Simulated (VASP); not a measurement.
## KI: electric field gradients with PBEsol

**Experimental background.**

A printed reference work, monograph reports, for a bulk crystal of KI: band gap 6.32 eV.

KI:

```
K I
1.0
     0.00000    3.53277    3.53277
     3.53277    0.00000    3.53277
     3.53277    3.53277    0.00000
K I
1 1
Direct
  0.00000 0.00000 0.00000
  0.50000 0.50000 0.50000
```

```yaml
Program: VASP 6.6.1
Task: electric field gradients
Functional: PBEsol
Potentials_or_basis: VASP PAW PBE potentials, release 64 (K_sv, I)
Cutoff: 400 eV
k_mesh: 10 × 10 × 10
Occupations: fermi-dirac, width 0.02 eV
Spin: no spin polarisation
Dipole_correction: no
Further_INCAR_settings: ALGO = Normal; EDIFF = 1e-08; NBANDS = 15
```

The pressure is -0.3 GPa and the band gap on the k mesh is 3.81 eV. The largest electric field gradient by atom is zero within the noise of the run.

Levels at points of the mesh, in eV from the valence-band top:
```tsv
k point	band 6	band 7	band 8	band 9	band 10	band 11
(0.00, 0.00, 0.00)	0.00	0.00	0.00	3.81	6.43	6.43
(0.50, 0.00, 0.00)	-1.35	-0.34	-0.34	5.38	7.61	8.07
(0.50, 0.50, 0.00)	-1.02	-0.37	-0.37	4.83	5.67	8.07
```

Run time: 94 s on 1 thread of Intel Xeon 8259CL, on a shared host, peak memory 0.22 GiB.

Against the measured gap of KI, 6.32 eV (a printed reference work, monograph), the calculated 3.81 eV is off by -2.51 eV. Spin-orbit coupling on I is left out. The value is that of PBEsol on a finite k mesh, which can miss the band edges, without temperature or zero-point motion. Semilocal functionals fall short of measured gaps as a rule.

Caveat: the PAW data sets were made with another functional, which shifts forces and pressure a little; spin-orbit coupling is left out, which moves the levels of the heavy elements.
